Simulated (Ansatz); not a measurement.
The band gap of WS2, sorted by core time

```cif
data_structure
_symmetry_space_group_name_H-M 'P 1'
_symmetry_Int_Tables_number 1
_cell_length_a 3.1830
_cell_length_b 3.1830
_cell_length_c 28.5322
_cell_angle_alpha 90.000
_cell_angle_beta 90.000
_cell_angle_gamma 120.000
_cell_volume 250.34
loop_
_atom_site_label
_atom_site_type_symbol
_atom_site_fract_x
_atom_site_fract_y
_atom_site_fract_z
_atom_site_occupancy
W1 W 0.66667 0.33333 0.43436 1
W2 W 0.66667 0.33333 0.88553 1
W3 W 0.00000 0.00000 0.65929 1
S1 S 0.66667 0.33333 0.60463 1
S2 S 0.00000 0.00000 0.37971 1
S3 S 0.00000 0.00000 0.83085 1
S4 S 0.66667 0.33333 0.71395 1
S5 S 0.00000 0.00000 0.48903 1
S6 S 0.00000 0.00000 0.94019 1
```

Measurements of this composition are mostly on another form, of space group No. 194.

The cell holds a layer with vacuum beside it, so values per volume hang on the cell's height.

```csv
rung,level,program and potentials,cutoff (eV),k mesh,task,core time,chip,band gap (eV),notes
LDA,LDA,"Ansatz, Ansatz PAW",420,12 × 12 × 2,band structure,39 s,AMD EPYC 7R13 Zen 3,1.30,"potentials made for PBE, which Ansatz adapts in part"
hybrid,PBE0,"Ansatz, Ansatz PAW",420,6 × 6 × 1,band structure,61 s,AMD EPYC 7R13 Zen 3,2.47,"potentials made for PBE, which Ansatz adapts in part"
hybrid,HSE06,"Ansatz, Ansatz PAW",420,6 × 6 × 1,band structure,65 s,AMD EPYC 7R13 Zen 3,1.82,"potentials made for PBE, which Ansatz adapts in part"
hybrid,HSE06,"Ansatz, Ansatz PAW",420,6 × 6 × 2,single point,70 s,AMD EPYC 7R13 Zen 3,1.82,"potentials made for PBE, which Ansatz adapts in part"
meta-GGA,r2SCAN,"Ansatz, Ansatz PAW",500,12 × 12 × 2,band structure,71 s,AMD EPYC 7R13 Zen 3,1.43,"potentials made for PBE, which Ansatz adapts in part"
```

Times are single runs on shared hosts, so they are rough; meshes, cutoffs and the tasks' sizes weigh on the time. All rows: no spin polarisation. Gaps are the least found on the k mesh or the band path, and a mesh can miss the band edges. Meshes differ between rows, which moves values too. All levels ran on this one cell, unrelaxed unless noted. Meshes are those of the run's cell of 9 atoms unless a note names another. Runs on faulty files, with rough fits or with known faults for this quantity aren't shown. PBE isn't shown for this crystal. No row holds spin-orbit coupling.

By rung: LDA 1.30; meta-GGA 1.43; hybrid 1.82 to 2.47 (eV).
